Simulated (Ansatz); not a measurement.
Wires are cut from relaxed bulk AlN (F-43m, not its usual structure, 10.67 Å³/atom, gap on the mesh 3.31 eV); atoms and period are relaxed, and energies count from that bulk.

Method: Ansatz 0.2.0, DFT PBE, scalar-relativistic, plane waves, PAW.

Cutoff 420 eV, Gaussian smearing of 0.05 eV, energies at zero smearing, symmetry of each start kept, collinear spin where a moment is listed.

| start | atoms | k mesh | excess energy (eV per host atom) | line energy (eV/Å) | period (Å) | gap on the mesh (eV) | highest filled level or Fermi level under vacuum (eV) | size of the moment (μB per cell) |
| --- | --- | --- | --- | --- | --- | --- | --- | --- |
| [111] wire, 8 host atoms a period* | 8 | 1×1×5 | 1.906 | 1.712 | 8.905 | 0.81 | 5.19 | 2.00 |
| [111] wire, 20 host atoms a period* | 20 | 1×1×5 | 0.927 | 2.274 | 8.150 | 2.07 | - | 0.00 |

A dash: not computed, or not clear enough to read.

* ends far from its start.

The gap is read on a mesh, which can miss the band edges, so it can be too wide.

Each run keeps its start's symmetry and one magnetic start, so lower states can exist.

Cost: 2 runs of about 49 core-minutes in all, on Intel Xeon Platinum 8175M (Skylake/Cascade Lake) (shared hosts).